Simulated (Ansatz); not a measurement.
**Thermal properties of MgO from its phonons**

Computed with Ansatz 0.2.0, DFT PBE, scalar-relativistic, plane waves, PAW. Cutoff 420 eV, 12×12×12 k-points (Γ-centred), fixed occupations. No spin polarisation. Phonons by linear response, acoustic sum rule imposed.

The cell, relaxed at this level:
```cif
data_structure
_symmetry_space_group_name_H-M 'P 1'
_symmetry_Int_Tables_number 1
_cell_length_a 3.0079
_cell_length_b 3.0079
_cell_length_c 3.0079
_cell_angle_alpha 60.000
_cell_angle_beta 60.000
_cell_angle_gamma 60.000
_cell_volume 19.24
loop_
_atom_site_label
_atom_site_type_symbol
_atom_site_fract_x
_atom_site_fract_y
_atom_site_fract_z
_atom_site_occupancy
Mg1 Mg 0.50000 0.50000 0.50000 1
O1 O 0.00000 0.00000 0.00000 1
```

The cell has the rock salt type, in a space group that the Crystallography Open Database lists for this formula; it was reached from a generator's guess.

Force constants from linear response on a 4×4×4 q mesh, interpolated to a fine mesh.

Phonon density of states, in bins of 10 cm⁻¹:
```
bin centre (cm⁻¹)  share of modes (%)
                5                 0.0
               15                 0.0
               25                 0.0
               35                 0.0
               45                 0.0
               55                 0.0
               65                 0.1
               75                 0.1
               85                 0.1
               95                 0.1
              105                 0.1
              115                 0.2
              125                 0.2
              135                 0.3
              145                 0.3
              155                 0.4
              165                 0.5
              175                 0.5
              185                 0.6
              195                 0.8
              205                 0.9
              215                 1.1
              225                 1.3
              235                 1.6
              245                 2.0
              255                 2.8
              265                 3.5
              275                 3.9
              285                 3.6
              295                 2.5
              305                 2.0
              315                 1.8
              325                 1.6
              335                 1.5
              345                 3.4
              355                 4.7
              365                 4.5
              375                 4.7
              385                 5.6
              395                 6.1
              405                 5.4
              415                 4.3
              425                 1.7
              435                 1.6
              445                 1.7
              455                 2.1
              465                 1.6
              475                 0.8
              485                 0.6
              495                 1.0
              505                 1.4
              515                 1.8
              525                 1.9
              535                 1.5
              545                 1.4
              555                 1.1
              565                 1.0
              575                 0.9
              585                 0.8
              595                 0.7
              605                 0.7
              615                 0.6
              625                 0.5
              635                 0.5
              645                 0.4
              655                 0.3
              665                 0.3
              675                 0.1
```

Q: What is the zero-point energy per atom?

A: 70.0 meV.

Q: How large are the vibrational entropy and heat capacity at 300 K?

A: S = 1.77 k_B and C_V = 2.28 k_B per atom, 76 % of the Dulong–Petit value.

Q: Tabulate them against temperature.

A:
```
T (K)  F_vib (meV/atom)  S (k_B/atom)  C_V (k_B/atom)
  100              69.6          0.19            0.55
  200              64.9          0.95            1.70
  300              53.1          1.77            2.28
  400              34.7          2.47            2.56
  500              10.8          3.06            2.71
  600             -17.7          3.56            2.79
  700             -50.3          3.99            2.84
  800             -86.4          4.38            2.88
  900            -125.6          4.72            2.90
 1000            -167.6          5.02            2.92
```
